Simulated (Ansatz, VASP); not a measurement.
PbS in VASP and in Ansatz

INCAR

```
SYSTEM = PbS
  ALGO = Fast
  EDIFF = 1E-6
  ENCUT = 520
  GGA = PS
  ISIF = 2
  ISMEAR = 0
  LASPH = .True.
  LCHARG = .False.
  LREAL = .False.
  LWAVE = .False.
  NBANDS = 28
  NELM = 100
  PREC = Accurate
  SIGMA = 0.05
```

File KPOINTS:

```
k-points
0
Gamma
  4 6 6
  0 0 0
```

The input POSCAR:

```
PbS
1.0
   11.2982770800      0.0000000000      0.0000000000
    0.0000000000      3.0043750300      3.0061807900
    0.0000000000     -3.0043750300      3.0061807900
Pb S
2 2
Direct
    0.6245814000      0.2566380300      0.7566380300
    0.3754186000      0.7566380300      0.2566380300
    0.6136752500      0.7643619700      0.2643619700
    0.3863247500      0.2643619700      0.7643619700
```

Input for Ansatz:

```yaml
crystal:
  lattice:
    - [11.29827708, 0.0, 0.0]
    - [0.0, 3.00437503, 3.00618079]
    - [0.0, -3.00437503, 3.00618079]
  atoms:
    - { symbol: Pb, position: [0.6245814, 0.25663803, 0.75663803] }
    - { symbol: Pb, position: [0.3754186, 0.75663803, 0.25663803] }
    - { symbol: S, position: [0.61367525, 0.76436197, 0.26436197] }
    - { symbol: S, position: [0.38632475, 0.26436197, 0.76436197] }
basis:
  ecutwfc: 420
kpoints:
  mp_grid: { grid: [4, 6, 6] }
hamiltonian:
  xc: pbesol
scf:
  occupations: { method: gaussian, width: 0.05 }
output:
  forces: true
  stress: true
  eigenvalues: true
```

Alike in both runs: task single point; functional PBEsol; k mesh 4 × 6 × 6; occupations gaussian, width 0.05 eV; no spin polarisation.

```csv
,VASP,Ansatz
version,VASP 6.6.1,Ansatz 0.2.0
potentials or method,"VASP PAW PBE potentials, release 64 (Pb_d, S)","scalar-relativistic, plane waves, PAW"
plane-wave cutoff (eV),520,420
valence electrons in the cell,40,40
```

```csv
,VASP,Ansatz,Ansatz less VASP
gap on the k mesh at the Fermi level (eV),2.00,2.00,-0.002
least direct gap on the mesh (eV),2.02,2.02,-0.002
rms of the force components (eV/Å),0.127,0.126,-0.0005
```

Atom by atom the forces differ by 0.002 eV/Å (rms over components). The functional is the same, so the differences come from potentials, cutoffs and numerics.

Caveats: the PAW data sets were made with another functional, which shifts forces and pressure a little (VASP); spin-orbit coupling is left out, which as a rule narrows the gap of such compounds by several tenths of an eV.
